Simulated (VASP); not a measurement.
A run of VASP 6.6.1 is set up as follows.

File INCAR:

```
SYSTEM = BaTiO3
PREC = Accurate ; ENCUT = 520
EDIFF = 1E-7 ; ISMEAR = 0
SIGMA = 0.02 ; LREAL = .FALSE.
LASPH = .TRUE. ; NELM = 100
ALGO = Normal ; ISIF = 3
LWAVE = .FALSE. ; LCHARG = .FALSE.
GGA = PS ; IVDW = 12
IBRION = 2 ; NSW = 80
EDIFFG = -0.002 ; KPAR = 8
```

KPOINTS

```
regular mesh
0
G
  8 8 8
  0 0 0
```

POSCAR

```
BaTiO3
1.0
    3.9855000000      0.0000000000      0.0000000000
    0.0000000000      2.8369000000      2.8451500000
    0.0000000000     -2.8369000000      2.8451500000
Ba Ti O
1 1 3
Direct
    0.0000000000      0.0000000000      0.0000000000
    0.5000000000      0.5124000000      0.5124000000
    0.0000000000      0.4874000000      0.4874000000
    0.5000000000      0.5052400000      0.9918400000
    0.5000000000      0.9918400000      0.5052400000
```

Potentials or basis: VASP PAW PBE potentials, release 64 (Ba_sv, Ti_sv, O).

Run with:

```bash
$ cat potpaw_PBE.64/Ba_sv/POTCAR potpaw_PBE.64/Ti_sv/POTCAR potpaw_PBE.64/O/POTCAR > POTCAR
$ mpirun -np 8 vasp_std > vasp.out
```

(1) What does it give for the relaxed volume?

(2) Predict the relaxed cell.

Answers

(1) 12.50 Å³/atom.

(2) a = 3.947 Å, b = 3.979 Å, c = 3.979 Å, α = 89.89°, β = 90.00°, γ = 90.00°.

Caveat: the PAW data sets were made with another functional, which shifts forces and pressure a little.
